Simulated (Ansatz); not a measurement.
# InGaP2 (ordered model alloy, started on the GaP lattice) (Ima2): band gap by G0W0 on LDA, part 2 of 2

How far does one-shot GW move the LDA gap of InGaP2 (ordered model alloy, started on the GaP lattice) (Ima2)?

Ansatz 0.2.0; LDA, then G0W0 on it, plane waves, PAW. Known limits of the many-body steps: finite bands, screening cutoff and k mesh; no spin-orbit coupling in G0W0; d shells not analysed; large ε∞ on the G0W0 mesh.

So far. Step 2 (The LDA band structure): Over mesh and path the gap is 0.776 eV, in a supercell, where edges may be folded.

## (3) One-shot GW

G0W0 replaces the xc potential by a self-energy built once from the orbitals of the start. Levels are corrected in the window of bands that the input names, at points of the mesh.

This step: G0W0 on LDA, plane waves, PAW; PAW set soft_1.

The input, input.yaml:

```yaml
crystal:
  lattice:
    - [-0.0047183935, 5.6039885875, -5.6162220775]
    - [5.6162220775, 5.6039885875, 0.0047183935]
    - [5.611503684, 0.0, -5.611503684]
  atoms:
    - { symbol: Ga, position: [0.0002668062, -0.0007024568, 0.0002178253] }
    - { symbol: In, position: [0.000903567, 0.500903567, -0.000903567] }
    - { symbol: In, position: [0.4994471385, 0.500657247, -5.21927e-05] }
    - { symbol: Ga, position: [0.500055848, 5.5848e-05, -5.5848e-05] }
    - { symbol: In, position: [0.000903567, 0.500903567, 0.499096433] }
    - { symbol: In, position: [0.000657247, -0.0005528615, 0.4999478073] }
    - { symbol: Ga, position: [0.500055848, 5.5848e-05, 0.499944152] }
    - { symbol: Ga, position: [0.4992975432, 0.5002668062, 0.5002178253] }
    - { symbol: P, position: [0.8810838277, 0.3576572874, 0.8806294424] }
    - { symbol: P, position: [0.8643543157, 0.8856951228, 0.8855263617] }
    - { symbol: P, position: [0.3701530773, 0.8894193656, 0.8702137786] }
    - { symbol: P, position: [0.3856951228, 0.3643543157, 0.8644241998] }
    - { symbol: P, position: [0.8643543157, 0.8856951228, 0.3644241998] }
    - { symbol: P, position: [0.8576572874, 0.3810838277, 0.3806294424] }
    - { symbol: P, position: [0.3856951228, 0.3643543157, 0.3855263617] }
    - { symbol: P, position: [0.3894193656, 0.8701530773, 0.3702137786] }
kpoints:
  mp_grid: { grid: [2, 2, 2] }
hamiltonian:
  xc: lda
  pseudopotentials: { kind: paw, azcp: { folder: soft_1 }, xc_functional: pbe }
scf:
  occupations: { method: fixed }
gw:
  n_empty_bands: 989
  ecut_chi: 115.0
  qp_bands: [v4, c4]
  qp_kpoints: band_edges
  screening: { model: contour_deformation }
```

Run with:

```
ansatz run input.yaml --threads 4 --pin off --max-ram 17510MiB --backend cpu --events-out ev --progress --plain --runs-dir out
```

Numbers of over 12 decimals in the logs are rounded to 6 here.

The log of the run:

```text
[...]
Crystal: 16 atoms, lattice volume = 353.521 Å³
Basis set: ecut = 420 eV, 6859 PW (Γ)
Bands: 88, of which v1, the nominal top of the filled ones, is band 72 counted from 1 (71 counted from 0)
Symmetry: 4 space group operations
[...]
k-points: 5 of 8
[...]
SCF iter   1: F=—  HF=-42469.960301 eV  |F-HF|=—  |Δ(HF+E_count)|=         —  Δρ=3.97e-2  dr2=6.44e0  ethr=3.10e-3  ⟨swp⟩=6.0  Hψ=1657  notcnv=0  defer=68
[...]
SCF iter  10: F=-42467.913184 eV  HF=-42467.913184 eV  |F-HF|=2.77e-8  |Δ(HF+E_count)|=   1.45e-8  Δρ=2.96e-6  dr2=3.93e-8  ethr=6.94e-11  ⟨swp⟩=16.2  Hψ=2250  notcnv=0
SCF 1 converged in 10 iterations: F = -42467.913184 eV  dr2 = 3.93e-8
[...]
NSCF: frozen V_eff on 5 k-points
G₀W₀ screening: q 1/5
[... further progress lines ...]
[...]
SCF converged after 10 iterations
Free energy (F): -42467.913184 eV
[...]
Internal energy: -42467.913184 eV  (E = F + TS)
E sigma→0 (E₀):  -42467.913184 eV
Fermi energy:    7.250745 eV
[...]
--- Band table (eV; the first three rows and the last of 5) ---
  k-point 0: bands = [... 68 lower, 6.3590, 7.1567, 7.2309, 7.2507, 8.0100, 8.3122, 8.5250, 8.5807, ... 12 higher]
  k-point 1: bands = [... 68 lower, 6.5399, 6.5399, 6.6492, 6.6492, 8.8418, 8.8418, 9.4050, 9.4050, ... 12 higher]
  k-point 2: bands = [... 68 lower, 6.4280, 6.4325, 6.7443, 6.7533, 8.5933, 9.1338, 9.2761, 9.3059, ... 12 higher]
  k-point 4: bands = [... 68 lower, 5.9302, 6.0355, 6.0427, 6.3101, 9.1720, 9.3203, 10.0656, 10.0978, ... 12 higher]
--- G₀W₀: contour deformation, 7 samples at zero and on the imaginary axis and 1 off it, 8 q-points, 989 empty bands' worth ---
  eigenvalues of the whole cell's RPA ε∞ on this k-mesh (on a slab, of 1 + 4πα/V) = 29.7537, 31.9727, 33.6509; static W/v taken at q = 0 is 0.031489
  bands read: the sum over 1061 bands ends inside a degenerate multiplet in 1 slot, whose members it reads at an even weight; the widest, k=1: bands 1061 to 1062 (counted from 1) at 1/2 each
  gw.qp_kpoints: band_edges: 5 of 5 stored k-points solved, in 1 pass; an edge of the gap read off the rows below is read off those points alone
    ik  band        ε_KS         Σx   Σc(E_QP)       V_xc       Z   E_QP_lin       E_QP  E_QP is
     0    69      6.3590   -16.6165     1.6636   -14.6365  0.7420     6.0388     6.0427  root
     0    70      7.1567   -16.9692     1.3266   -15.3674  0.7475     6.8789     6.8815  root
     0    71      7.2309   -17.0596     1.3487   -15.4317  0.7475     6.9490     6.9517  root
     0    72      7.2507   -17.1934     1.3658   -15.5475  0.7471     6.9679     6.9707  root
     0    73      8.0100   -10.0315    -4.1612   -14.6832  0.7603     8.5120     8.5005  root
     0    74      8.3122    -8.9740    -4.0393   -13.4110  0.7646     8.7164     8.7098  root
     0    75      8.5250    -8.8438    -4.1444   -13.3989  0.7647     8.9429     8.9357  root
     0    76      8.5807    -7.5938    -4.0329   -11.8932  0.7711     8.8496     8.8471  root
     1    69      6.5399   -16.7256     1.5352   -14.8884  0.7446     6.2344     6.2379  root
     1    70      6.5399   -16.7256     1.5352   -14.8884  0.7446     6.2344     6.2379  root
     1    71      6.6492   -16.7375     1.5284   -14.9096  0.7449     6.3464     6.3497  root
     1    72      6.6492   -16.7375     1.5284   -14.9096  0.7449     6.3464     6.3497  root
     1    73      8.8418    -8.7206    -4.2314   -13.3685  0.7615     9.2659     9.2582  root
     1    74      8.8418    -8.7206    -4.2314   -13.3685  0.7615     9.2659     9.2582  root
     1    75      9.4050    -7.6002    -4.1773   -12.0722  0.7661     9.7030     9.6996  root
     1    76      9.4050    -7.6002    -4.1773   -12.0722  0.7661     9.7030     9.6996  root
     2    69      6.4280   -16.6567     1.5619   -14.7857  0.7432     6.1153     6.1190  root
     2    70      6.4325   -16.6819     1.5666   -14.8057  0.7434     6.1192     6.1229  root
     2    71      6.7443   -16.7629     1.5010   -14.9699  0.7455     6.4492     6.4523  root
     2    72      6.7533   -16.7791     1.5016   -14.9854  0.7457     6.4581     6.4612  root
     2    73      8.5933    -8.8845    -4.1869   -13.5021  0.7596     9.0324     9.0240  root
     2    74      9.1338    -8.4585    -4.2571   -13.1055  0.7641     9.5302     9.5237  root
     2    75      9.2761    -7.4626    -4.1685   -11.9273  0.7641     9.5757     9.5723  root
     2    76      9.3059    -7.5490    -4.1821   -12.0339  0.7637     9.6122     9.6086  root
     3    69      5.8493   -16.4934     1.7699   -14.3973  0.7395     5.5187     5.5231  root
     3    70      6.0091   -16.5296     1.7046   -14.5037  0.7415     5.6836     5.6878  root
     3    71      6.1580   -16.4223     1.6879   -14.4180  0.7411     5.8376     5.8416  root
     3    72      6.3351   -16.4647     1.6138   -14.5414  0.7430     6.0219     6.0256  root
     3    73      9.2003    -7.7134    -4.1622   -12.2191  0.7640     9.5487     9.5438  root
     3    74      9.2046    -7.1961    -4.1830   -11.6944  0.7658     9.5238     9.5198  root
     3    75      9.8939    -8.0886    -4.3989   -12.8784  0.7577    10.2914    10.2847  root
     3    76      9.8973    -8.0818    -4.4264   -12.8878  0.7567    10.2828    10.2768  root
     4    69      5.9302   -16.4488     1.7485   -14.3773  0.7396     5.6029     5.6072  root
     4    70      6.0355   -16.4817     1.6951   -14.4666  0.7411     5.7115     5.7156  root
     4    71      6.0427   -16.4834     1.6974   -14.4656  0.7410     5.7181     5.7222  root
     4    72      6.3101   -16.5099     1.6195   -14.5803  0.7437     5.9963     6.0001  root
     4    73      9.1720    -7.4420    -4.1737   -11.9458  0.7645     9.5064     9.5020  root
     4    74      9.3203    -7.2531    -4.1583   -11.7251  0.7689     9.6379     9.6340  root
     4    75     10.0656    -7.8745    -4.4293   -12.6634  0.7571    10.4302    10.4251  root
     4    76     10.0978    -8.1138    -4.4553   -12.9679  0.7568    10.5038    10.4966  root
```

The job ended after 9.8 min (4 threads of Arm Neoverse V1, shared host; peak memory 8.3 GiB; 38 min of CPU time).

Numbers from this step:

```
bands summed                                    : 1061
RPA ε∞ on this mesh (eigenvalues)               : 29.75, 31.97, 33.65
plane waves in the screening matrix             : 965
q-points in the mesh                            : 8
G0W0 gap over the corrected points              : 1.530 eV
k of the valence top                            : 0, 0, 0
k of the conduction bottom                      : 0, 0, 0
starting gap on the mesh                        : 0.7593 eV
Z at the valence top                            : 0.7471
Z at the conduction bottom                      : 0.7603
least direct G0W0 gap over the corrected points : 1.530 eV
```

Over all 5 irreducible mesh points the G0W0 gap is 1.530 eV, in a supercell, where edges may be folded. The LDA gap of this run on the mesh is 0.759 eV. The two states that bound the G0W0 gap lie that far apart at the start, so the correction of the gap is 1.530 − 0.759 = +0.771 eV. The start of this run differs from the step before in mesh (4×4×4 and 2×2×2).

Labels follow the order of the start: v1 is the top filled band, c1 the lowest empty one; levels that stay degenerate share a row, the window can cut a multiplet, doubted levels are not marked in this list, bands outside the window were not corrected, and the list may be a part of the corrected levels. The levels before and after the correction (eV, zero at the valence-band top of each column):

```csv
,conduction bottom,valence top
Kohn-Sham,0.76,0.00
G0W0,1.53,0.00
```

```csv
,level,occupation,energy (eV)
Kohn-Sham,Γ v4,2,-0.892
Kohn-Sham,Γ v3,2,-0.094
Kohn-Sham,Γ v2,2,-0.020
Kohn-Sham,Γ v1,2,0.000
Kohn-Sham,Γ c1,0,0.759
Kohn-Sham,Γ c2,0,1.061
Kohn-Sham,Γ c3,0,1.274
Kohn-Sham,Γ c4,0,1.330
G0W0,Γ v4,2,-0.928
G0W0,Γ v3,2,-0.089
G0W0,Γ v2,2,-0.019
G0W0,Γ v1,2,0.000
G0W0,Γ c1,0,1.530
G0W0,Γ c2,0,1.739
G0W0,Γ c3,0,1.965
G0W0,Γ c4,0,1.876
```

The parts of the quasiparticle energy for the two states that bound the G0W0 gap, in eV on the run's own scale (QP = start + Σx + Σc − Vxc, with Σc at the quasiparticle energy):

```csv
edge,k,band,start,Σx,Σc,Vxc,Z,QP
valence top,Γ,72,7.251,−17.193,1.366,−15.547,0.747,6.971
conduction bottom,Γ,73,8.010,−10.031,−4.161,−14.683,0.760,8.501
```

## (4) Spin-orbit coupling in LDA

This run has two-component orbitals with spin-orbit coupling.

This step: DFT, LDA with spin-orbit coupling, plane waves, PAW; PAW set soft_1.

Edit input.yaml of step 3 so:

```diff
@@ -23,13 +23,21 @@
 kpoints:
-  mp_grid: { grid: [2, 2, 2] }
+  mp_grid: { grid: [4, 4, 4] }
+  band_path:
+    path:
+      - [0.0, 0.0, 0.0]
+      - [0.5, 0.0, 0.0]
+      - [0.0, 0.5, 0.0]
+      - [0.0, 0.0, 0.5]
+      - [0.5, 0.5, 0.5]
+    npoints: 1
 hamiltonian:
   xc: lda
-  pseudopotentials: { kind: paw, azcp: { folder: soft_1 }, xc_functional: pbe }
+  pseudopotentials: { kind: paw_fr, azcp: { folder: soft_1 }, xc_functional: pbe }
 scf:
-  occupations: { method: fixed }
-gw:
-  n_empty_bands: 989
-  ecut_chi: 115.0
-  qp_bands: [v4, c4]
-  qp_kpoints: band_edges
-  screening: { model: contour_deformation }
+  occupations: { method: fermi_dirac, width: 0.02 }
+  n_extra_bands: 18
+magnetization:
+  noncollinear: true
+  spin_orbit: true
+output:
+  eigenvalues: true
```

The log of the run:

```text
[...]
non-collinear run that drives no moment, with spin-orbit: no starting moment large enough to seed its density (crystal.atoms[].spin), no starting occupations that ask for one, no magnetisation constraint and no magnetic field, so the semilocal B_xc is pinned to zero
Crystal: 16 atoms, lattice volume = 353.521 Å³
Basis set: ecut = 420 eV, 6859 PW (Γ)
Bands: 162, of which v1, the nominal top of the filled ones, is band 144 counted from 1 (143 counted from 0)
Symmetry: 4 space group operations + 4 with time reversal
[...]
k-points: 18 of 64 (time reversal used)
Projection manifold: j_resolved (fully-relativistic pseudo-atomic orbitals)
[...]
SCF iter   1: F=—  HF=-42478.499155 eV  |F-HF|=—  |Δ(HF+E_count)|=         —  Δρ=3.85e-2  dr2=5.86e0  dr2_m=0.00e0 (ungated)  ethr=3.10e-3  |M|=0.00e0 ∫|m|=0.00e0 μB  |m|>n=0.0e0 m-floor=0.0e0 τ_xc=0.0e0  β_m=0.30  ⟨swp⟩=7.6  Hψ=15956  notcnv=0  defer=4
[...]
spin=Noncollinear: Resta preconditioning applied to the charge; magnetization (m_x, m_y, m_z) channels mix plain (no charge-response kernel on spin).
SCF iter   2: F=—  HF=-42477.474286 eV  |F-HF|=—  |Δ(HF+E_count)|=    1.02e0  Δρ=2.78e-2  dr2=2.72e0  dr2_m=0.00e0 (ungated)  ethr=3.10e-3  |M|=0.00e0 ∫|m|=0.00e0 μB  |m|>n=0.0e0 m-floor=0.0e0 τ_xc=0.0e0  β_m=0.59  ⟨swp⟩=1.9  Hψ=3538  notcnv=0  defer=229
[...]
SCF iter  10: F=-42476.691145 eV  HF=-42476.691145 eV  |F-HF|=2.22e-8  |Δ(HF+E_count)|=   5.93e-8  Δρ=3.17e-6  dr2=4.21e-8  dr2_m=0.00e0 (ungated)  ethr=6.94e-11  |M|=0.00e0 ∫|m|=0.00e0 μB  |m|>n=0.0e0 m-floor=0.0e0 τ_xc=0.0e0  ⟨swp⟩=13.3  Hψ=12370  notcnv=0
SCF 1 converged in 10 iterations: F = -42476.691145 eV  dr2 = 4.21e-8
[...]
SCF converged after 10 iterations
Magnetization: |M| = 0.0000 μB,  M = (+0.0000, +0.0000, +0.0000) μB
Absolute magnetization: 0.0000 μB (∫|m|)
  site 0: m = (+0.0000, +0.0000, +0.0000) μB, |m| = 0.0000 μB  (R = 0.96 Å)
  site 1: m = (+0.0000, +0.0000, +0.0000) μB, |m| = 0.0000 μB  (R = 1.02 Å)
  site 2: m = (+0.0000, +0.0000, +0.0000) μB, |m| = 0.0000 μB  (R = 1.02 Å)
  site 3: m = (+0.0000, +0.0000, +0.0000) μB, |m| = 0.0000 μB  (R = 0.98 Å)
  site 4: m = (+0.0000, +0.0000, +0.0000) μB, |m| = 0.0000 μB  (R = 1.02 Å)
  site 5: m = (+0.0000, +0.0000, +0.0000) μB, |m| = 0.0000 μB  (R = 1.02 Å)
  site 6: m = (+0.0000, +0.0000, +0.0000) μB, |m| = 0.0000 μB  (R = 0.98 Å)
  site 7: m = (+0.0000, +0.0000, +0.0000) μB, |m| = 0.0000 μB  (R = 0.96 Å)
[...]
site 12: m = (+0.0000, +0.0000, +0.0000) μB, |m| = 0.0000 μB  (R = 0.97 Å)
  site 13: m = (+0.0000, +0.0000, +0.0000) μB, |m| = 0.0000 μB  (R = 0.96 Å)
  site 14: m = (+0.0000, +0.0000, +0.0000) μB, |m| = 0.0000 μB  (R = 0.97 Å)
  site 15: m = (+0.0000, +0.0000, +0.0000) μB, |m| = 0.0000 μB  (R = 0.99 Å)
Free energy (F): -42476.691145 eV
[...]
Internal energy: -42476.691145 eV  (E = F + TS)
E sigma→0 (E₀):  -42476.691145 eV
Fermi energy:    7.607506 eV
[...]
--- Band table (eV; the first three rows and the last of 18) ---
  k-point 0: bands = [... 140 lower, 7.1879, 7.1879, 7.2312, 7.2312, 7.9817, 7.9817, 8.2926, 8.2926, ... 14 higher]
  k-point 1: bands = [... 140 lower, 6.9100, 6.9110, 7.0105, 7.0178, 8.5419, 8.5428, 8.7704, 8.7723, ... 14 higher]
  k-point 2: bands = [... 140 lower, 6.6194, 6.6194, 6.6292, 6.6292, 8.8190, 8.8190, 8.8193, 8.8193, ... 14 higher]
  k-point 17: bands = [... 140 lower, 6.0220, 6.0220, 6.2753, 6.2753, 9.1542, 9.1542, 9.3075, 9.3075, ... 14 higher]
```

Wall time 3.6 min (4 threads); peak memory 4.8 GiB.

This step gave:

```
gap                  : 0.7505 eV
valence top at       : Γ
conduction bottom at : Γ
least direct gap     : 0.7505 eV
```

Over mesh and listed points the gap is 0.751 eV, in a supercell, where edges may be folded. LDA+SOC against LDA: 0.751 − 0.776 = −0.025 eV, with the same mesh, set of files (read in its fully relativistic form for the spin-orbit run) and cutoff, and both edges at the same k points. The spin-orbit run sees mesh and listed points alone, so its gap is an upper bound: the coupling can move an edge off these points, the more so as this crystal has no centre of inversion, and the change over the zone, its sign included where it is small, is not known.

## (5) The runs together

Each gap is the least one over the points named; times are wall times on shared hosts, not benchmarks. A G0W0 time includes the run's own self-consistent start. Runs with listed points see these and the mesh alone, so an edge that moves elsewhere is missed. Rows marked * are further runs, not shown as steps, whose inputs differ from the G0W0 step on the same start in the columns given; solver thresholds can differ too.

```csv
level,mesh,"files, cutoff","bands summed, screening",points,gap (eV),valence top,conduction bottom,least direct gap (eV),time
LDA,4×4×4,"soft_1 PAW, 420 eV",-,mesh and path,0.776,Γ,Γ,0.776,42 s
LDA+SOC,4×4×4,"soft_1 PAW, 420 eV",-,mesh and listed points,0.751,Γ,Γ,0.751,3.6 min
G0W0@LDA*,2×2×2,"soft_1 PAW, 420 eV","322, 46 eV",all 5 irreducible mesh points,1.559,Γ,Γ,1.559,60 s
G0W0@LDA,2×2×2,"soft_1 PAW, 420 eV","1061, 115 eV",all 5 irreducible mesh points,1.530,Γ,Γ,1.530,9.8 min
```

## (6) What came out

| Quantity | Value |
| --- | --- |
| LDA gap over mesh and path | 0.776 eV, in a supercell, where edges may be folded |
| G0W0@LDA gap over all 5 irreducible mesh points | 1.530 eV, in a supercell, where edges may be folded |
| LDA+SOC gap over mesh and listed points | 0.751 eV |
| GW settings | 2×2×2 mesh, 989 empty bands, screening to 115 eV, PAW set soft_1 files |
| known limits | finite bands, screening cutoff and k mesh; no spin-orbit coupling in G0W0; d shells not analysed; large ε∞ on the G0W0 mesh |

What this shows: Over all 5 irreducible mesh points the G0W0 gap is 1.530 eV, in a supercell, where edges may be folded. The LDA gap of this run on the mesh is 0.759 eV. The two states that bound the G0W0 gap lie that far apart at the start, so the correction of the gap is 1.530 − 0.759 = +0.771 eV. The valence state moves by 6.971 − 7.251 = −0.280 eV and the conduction state by 8.501 − 8.010 = +0.491 eV, on the run's own scale; with 322 bands the edge states move by +0.207 and +1.006 eV, so the split between the edges depends on the bands and cutoff. No level off the mesh was corrected, so the G0W0 gap over the whole zone is not known from these runs. From 322 bands and 46 eV to 1061 bands and 115 eV the gap moves by 1.530 − 1.559 = −0.029 eV; bands and screening cutoff rise together, so their parts are not told apart. Two runs can't test a law of convergence, so the limit is not known. LDA+SOC against LDA: 0.751 − 0.776 = −0.025 eV, with the same mesh, set of files (read in its fully relativistic form for the spin-orbit run) and cutoff, and both edges at the same k points. The spin-orbit run sees mesh and listed points alone, so its gap is an upper bound: the coupling can move an edge off these points, the more so as this crystal has no centre of inversion, and the change over the zone, its sign included where it is small, is not known. What spin-orbit coupling does to the G0W0 levels was not computed, so no sum with the G0W0 gap is formed. The G0W0 runs are scalar-relativistic. One-shot GW is known to converge slowly in bands for compounds with shallow d shells. The cell holds Ga and In; the filling of the d shell and its place against the gap were not analysed here. The largest eigenvalue of the RPA ε∞ is large: 34 in G0W0@LDA (2×2×2, 1061 bands) and 34 in G0W0@LDA (2×2×2, 322 bands). A coarse mesh can overstate it where a direct gap is narrow; the runs shown don't test that. No pair of G0W0 runs that differ in the mesh alone is shown (2×2×2 is a supercell whose nearest images lie 16 Å apart), so the error from the mesh is not known here. G0W0 is shown with one set of atomic data (soft_1 PAW), so the error from the files is not known here.

[Paths, hosts, dates, memory and timing lines, banners, echoed tables and standing remarks are left out of the program output.]

[Logs are printed without paths, hosts, clocks, repeated set-up lines and the standing remarks that a program may print on its own settings, such as how far it seeks lower states.]

[Runs of the session that timed out or met a known fault of the program may be left out.]

[Cells called generated may have been cut or substituted from an entry of the Crystallography Open Database or the Materials Project.]

[Hosts, paths, dates, database ids (printed as entryN), source tags and the programs' standing remarks are cut or masked in the printed files.]

[Where an RPA ε∞ is given, it is that of the G0W0 mesh and is not shown converged in it. Names of k-points follow the symmetry that the program found, which can be lower than the space group named. Band edges on a path are those of the sampled points; other points can move an edge, and change direct to indirect where valleys lie close.]

[Hybrid gaps are those of their k-mesh and are not shown converged in it.]
